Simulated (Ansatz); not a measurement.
# Cu under changes of volume

One of the cells (11.436 Å³/atom); the others are scaled copies at fixed shape and fractional positions:

```xyz
2
Lattice="2.5341 0.0000 0.0000 -1.2670 2.1946 0.0000 0.0000 0.0000 4.1126" Properties=species:S:1:pos:R:3 pbc="T T T"
Cu    1.2670    0.7315    3.0844
Cu    0.0000    1.4631    1.0281
```

This isn't the form of Cu at room conditions, which is fcc.

| Item | Value |
| --- | --- |
| Program | Ansatz 0.2.0 |
| Functional | r2SCAN0 |
| Potentials or basis | Ansatz PAW |
| Cutoff | 500 eV (not typed: the program's choice for these potentials) |
| k mesh | 6 × 6 × 4 |
| Occupations | fermi-dirac, width 0.05 eV |
| Spin | no spin polarisation |

```csv
volume (Å³/atom),energy over the lowest point (meV/atom),pressure (GPa)
10.749,43.92,15.5
10.978,24.97,11.2
11.207,11.72,7.4
11.436,?,?
11.664,0.00,1.1
11.893,0.39,-1.6
12.122,4.34,-3.9
```

Question: What does the run at 11.436 Å³/atom give?

Answer: Energy over the lowest point 3.61 meV/atom; pressure 4.0 GPa.

Worked out: A Birch-Murnaghan fit of order 3 (a polynomial in V^(-2/3)) to the other rows has its minimum at 11.75 Å³/atom with B0 = V·E''(V) = 137 GPa and B' = 5.1 at fixed shape and positions, which overstates the stiffness. It gives 3.60 meV/atom at 11.436 Å³/atom, against the run's 3.61, and -dE/dV = 4.0 GPa, against 4.0.

Energies are extrapolated to zero smearing.

Caveats: all runs use coarse meshes; the PAW data sets come from PBE, with cores solved anew for the run's functional, which leaves a small shift of forces and pressure; the thresholds are loose for stress.
